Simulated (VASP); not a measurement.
# Ge (Cmcm) in VASP: further runs

One crystal, Ge, is run at these levels: PBE; tasks: single point.

All numbers are computed with VASP 6.6.1; they aren't measurements. Logs are shortened: lines on timing, memory, paths and dates and some standing lists are left out, and cuts for length are marked.

**1. The structure**

Symmetry: Cmcm, No. 63, orthorhombic system. The conventional cell has a = 2.976 Å, b = 5.189 Å, c = 4.728 Å, α = 90.00°, β = 90.00°, γ = 90.00°. Around Ge (site symmetry m2m) lie 12 Ge at 2.92 to 2.99 Å.

This isn't the form of Ge at room conditions, which is diamond.

**2. Single point, PBE**

Contents of INCAR:

```
SYSTEM = Ge
PREC = Accurate
ENCUT = 700
EDIFF = 1E-6
ISMEAR = 0
SIGMA = 0.05
LREAL = .False.
LASPH = .True.
NELM = 100
ALGO = Normal
ISIF = 2
LWAVE = .False.
LCHARG = .False.
GGA = PE
ADDGRID = .False.
```

Contents of KPOINTS:

```
regular mesh
0
Gamma
  6 6 4
  0 0 0
```

Contents of POSCAR:

```
Ge
1.0
    1.4880529250     -2.5946896100      0.0000000000
    1.4880529250      2.5946896100      0.0000000000
    0.0000000000      0.0000000000      4.7275957900
Ge
2
Direct
    0.3592940000      0.6730280000      0.2256240000
    0.6679590000      0.3129580000      0.7530700000
```

Potentials or basis: VASP PAW PBE potentials, release 64 (Ge_d).

On the command line:

```bash
> cat potpaw_PBE.64/Ge_d/POTCAR > POTCAR
> mpirun -np 1 vasp_std > vasp.out
```

OUTCAR:

```text
SYSTEM = Ge
   PREC = Accurate
   ENCUT = 700
   EDIFF = 1E-6
   ISMEAR = 0
   LREAL = .False.
   LASPH = .True.
   NELM = 100
   ISIF = 2
   GGA = PE

 Found     76 irreducible k-points:

 Following reciprocal coordinates:
            Coordinates               Weight
  0.000000  0.000000  0.000000      1.000000
  0.166667  0.000000  0.000000      2.000000
  0.000000  0.166667  0.000000      2.000000
  0.333333  0.000000  0.000000      2.000000
  0.000000  0.333333  0.000000      2.000000
  0.500000  0.000000  0.000000      1.000000
   k-points           NKPTS =     76   k-points in BZ     NKDIM =     76   number of bands    NBANDS=     18
   number of dos      NEDOS =    301   number of ions     NIONS =      2
   total plane-waves  NPLWV =  32928
   dimension x,y,z NGX =    28 NGY =   28 NGZ =   42
   dimension x,y,z NGXF=    56 NGYF=   56 NGZF=   84
   ions per type =               2
   NGX,Y,Z   is equivalent  to a cutoff of  15.56, 15.56, 14.77 a.u.
   NGXF,Y,Z  is equivalent  to a cutoff of  31.12, 31.12, 29.54 a.u.
 SYSTEM =  Ge
   PREC   = accura    normal or accurate (medium, high low for compatibility)
   ISTART =      0    job   : 0-new  1-cont  2-samecut
   ICHARG =      2    charge: 1-file 2-atom 10-const
   ISPIN  =      1    spin polarized calculation?
   LNONCOLLINEAR =      F non collinear calculations
   LSORBIT =      F    spin-orbit coupling
   LASPH  =      T    aspherical Exc in radial PAW
   ENCUT  =  700.0 eV  51.45 Ry    7.17 a.u.   6.45  6.45 10.20*2*pi/ulx,y,z
   NELM   =    100;   NELMIN=  2; NELMDL= -5     # of ELM steps
   EDIFF  = 0.1E-05   stopping-criterion for ELM
   LREAL  =      F    real-space projection
   EDIFFG = 0.1E-04   stopping-criterion for IOM
   NSW    =      0    number of steps for IOM
   IBRION =     -1    ionic relax: 0-MD 1-quasi-New 2-CG
   NFREE  =      0    steps in history (QN), initial steepest desc. (CG)
   ISIF   =      2    stress and relaxation
   ISYM   =      2    0-nonsym 1-usesym 2-fastsym
   POTIM  = 0.5000    time-step for ionic-motion
   TEBEG  =    0.0;   TEEND  =   0.0 temperature during run
   PSTRESS=    0.0 pullay stress
   NELECT =      28.0000    total number of electrons
   NUPDOWN=      -1.0000    fix difference up-down
   EMIN   =  10.00;   EMAX   =-10.00  energy-range for DOS
   EFERMI =   0.00;   METHOD = LEGACY
   ISMEAR =     0;   SIGMA  =   0.05  broadening in eV -4-tet -1-fermi 0-gaus
   EFERMI_NEDOS =   21; number of points for ismear=-14 and -15
   IALGO  =     38    algorithm
   IMIX   =      4    mixing-type and parameters
     AMIX     =   0.40;   BMIX     =  1.00
     AMIX_MAG =   1.60;   BMIX_MAG =  1.00
  volume/ion in A,a.u.               =      18.25       123.18
  Fermi-wavevector in a.u.,A,eV,Ry     =   1.498544  2.831837 30.553703  2.245634
  Thomas-Fermi vector in A             =   2.610289
   LORBIT       =      0    0 simple, 1 ext, 2 COOP (PROOUT), +10 PAW based schemes
   GGA     = PE    functional components
   LHFCALC =     F    Hartree Fock is set to
   AEXX    =    0.0000 exact exchange contribution
   IVDW    =     0    specifies the selected vdW correction
   LEPSILON=     F    determine dielectric tensor
   LRPA    =     F    only Hartree local field effects (RPA)
 non-spin polarized calculation
 Gauss-broadening in eV      SIGMA  =   0.05
  energy-cutoff  :      700.00
  volume of cell :       36.51
 maximum number of plane-waves:      1554
 NGX is ok and might be reduce to    28
   NGX = 13   NGY = 13   NGZ = 21

 number of electron      27.9999999 magnetization

 Free energy of the ion-electron system (eV)
  ---------------------------------------------------
  ext. energy  EPLUGINS =         0.00000000
  ---------------------------------------------------
  free energy    TOTEN  =        -8.28073621 eV

  energy without entropy =       -8.27819307  energy(sigma->0) =       -8.27946464

 E-fermi :   7.2549     XC(G=0): -11.4592

 val. band max:        7.2510849982   @ k =  -0.1667   0.3333  -0.2500
 cond. band min:       7.2587492998   @ k =  -0.1667  -0.1667   0.2500
 fundamental gap:      0.0076643016
 Fermi energy:         7.2549472004

 k-point     1 :       0.0000    0.0000    0.0000
  band No.  band energies     occupation
      1     -17.6159      2.00000
      2     -17.6123      2.00000
      3     -17.6114      2.00000
      4     -17.6088      2.00000
      5     -17.6082      2.00000
      6     -17.5925      2.00000
      7     -17.5823      2.00000
      8     -17.5695      2.00000
      9     -17.5118      2.00000
     10     -17.4939      2.00000
     11      -6.3646      2.00000
     12      -0.3990      2.00000
     13       1.5772      2.00000
     14      13.5369      0.00000
     15      13.8344      0.00000
     16      15.5677      0.00000
     17      16.0073      0.00000
     18      17.2617      0.00000

 k-point     2 :       0.1667    0.0000    0.0000
  band No.  band energies     occupation
      1     -17.6319      2.00000
      2     -17.6167      2.00000
      3     -17.6025      2.00000
      4     -17.5908      2.00000
      5     -17.5880      2.00000
      6     -17.5806      2.00000
      7     -17.5745      2.00000
      8     -17.5731      2.00000
      9     -17.5230      2.00000
     10     -17.4923      2.00000
     11      -5.7445      2.00000
     12       0.1665      2.00000
     13       2.2151      2.00000
     14       9.3691      0.00000
     15      11.8210      0.00000
     16      13.4500      0.00000
     17      15.8976      0.00000
     18      16.0606      0.00000

 k-point     3 :       0.0000    0.1667    0.0000
  band No.  band energies     occupation
      1     -17.6344      2.00000
      2     -17.6148      2.00000
      3     -17.5997      2.00000
      4     -17.5914      2.00000
      5     -17.5892      2.00000
      6     -17.5879      2.00000
      7     -17.5726      2.00000
      8     -17.5679      2.00000
      9     -17.5120      2.00000
     10     -17.5039      2.00000
     11      -5.7422      2.00000
     12       0.1628      2.00000
     13       2.2237      2.00000
     14       9.3048      0.00000
     15      11.8850      0.00000
     16      13.5492      0.00000
     17      15.7579      0.00000
     18      15.9657      0.00000

 k-point     4 :       0.3333    0.0000    0.0000
  band No.  band energies     occupation
      1     -17.6594      2.00000
      2     -17.6246      2.00000
      3     -17.6133      2.00000
      4     -17.6056      2.00000
      5     -17.5676      2.00000
      6     -17.5452      2.00000
      7     -17.5431      2.00000
      8     -17.5348      2.00000
      9     -17.5254      2.00000
     10     -17.4889      2.00000
     11      -3.9003      2.00000
     12       1.6476      2.00000
     13       4.0393      2.00000
     14       4.3226      2.00000
     15       9.2922      0.00000
     16      10.0692      0.00000
     17      11.8162      0.00000
     18      14.1233      0.00000

 k-point     5 :       0.0000    0.3333    0.0000
  band No.  band energies     occupation
      1     -17.6627      2.00000
      2     -17.6242      2.00000
      3     -17.6093      2.00000
      4     -17.6047      2.00000
      5     -17.5670      2.00000
      6     -17.5457      2.00000
      7     -17.5388      2.00000
      8     -17.5325      2.00000
      9     -17.5247      2.00000
     10     -17.4989      2.00000
     11      -3.8843      2.00000
     12       1.5925      2.00000
     13       4.0987      2.00000
     14       4.3270      2.00000
     15       9.3183      0.00000
     16      10.0932      0.00000
     17      11.5762      0.00000
     18      14.1511      0.00000

 k-point     6 :       0.5000    0.0000    0.0000
  band No.  band energies     occupation
      1     -17.6720      2.00000
      2     -17.6347      2.00000
      3     -17.6197      2.00000
      4     -17.6151      2.00000
      5     -17.5641      2.00000
      6     -17.5418      2.00000
      7     -17.5205      2.00000
      8     -17.5145      2.00000
      9     -17.5060      2.00000
     10     -17.4871      2.00000
     11      -1.5151      2.00000
     12       0.0471      2.00000
     13       4.7131      2.00000
     14       5.7463      2.00000
     15       6.1833      2.00000
     16       8.7975      0.00000
     17       9.4420      0.00000
     18      13.3893      0.00000

 [... further k-points ...]

------------------------ aborting loop because EDIFF is reached ----------------------------------------

  FORCE on cell =-STRESS in cart. coord.  units (eV):
  Direction    XX          YY          ZZ          XY          YZ          ZX
  --------------------------------------------------------------------------------------
  -------------------------------------------------------------------------------------
  Total        0.5769392      0.6789414      1.7348033      0.1001532     -0.0578112      0.0103381
  in kB       25.3201645     29.7967404     76.1354125      4.3954284     -2.5371640      0.4537080
  external PRESSURE =      43.7507725 kB  Pullay stress =       0.0000000 kB

 VOLUME and BASIS-vectors are now :
 -----------------------------------------------------------------------------
  energy-cutoff  :      700.00
  volume of cell :       36.51
      direct lattice vectors                 reciprocal lattice vectors
     1.488052925 -2.594689610  0.000000000     0.336009554 -0.192701277  0.000000000
     1.488052925  2.594689610  0.000000000     0.336009554  0.192701277  0.000000000
     0.000000000  0.000000000  4.727595790     0.000000000  0.000000000  0.211524006

 POSITION                                       TOTAL-FORCE (eV/Angst)
 -----------------------------------------------------------------------------------
      1.53615      0.81404      1.06666         0.014905     -0.010441      0.355828
      1.45966     -0.92112      3.56021        -0.014905      0.010441     -0.355828
 -----------------------------------------------------------------------------------
    total drift:                               -0.000004      0.000043     -0.000090

  FREE ENERGIE OF THE ION-ELECTRON SYSTEM (eV)
  ---------------------------------------------------
  free  energy   TOTEN  =        -8.2807362065 eV

  energy  without entropy=       -8.2781930653  energy(sigma->0) =       -8.27946464
```

It took 23 s on 1 thread of Intel Xeon 6975P-C (Granite Rapids), shared host; peak memory 0.21 GiB.

The run converged, but some of its settings lie outside the range that counts as converged, so its numbers aren't taken as properties of the crystal.

Results:

| Quantity | Value |
| --- | --- |
| Free energy | -8.2807 eV |
| Pressure | 4.4 GPa |
| Largest force | 0.356 eV/Å |
| Band gap on the k mesh | none (metal or under the smearing width) |

Caveat: the k mesh is coarse (spacing up to 0.41 Å⁻¹), so the values aren't converged.

(Part 1 of 2 ends here.)
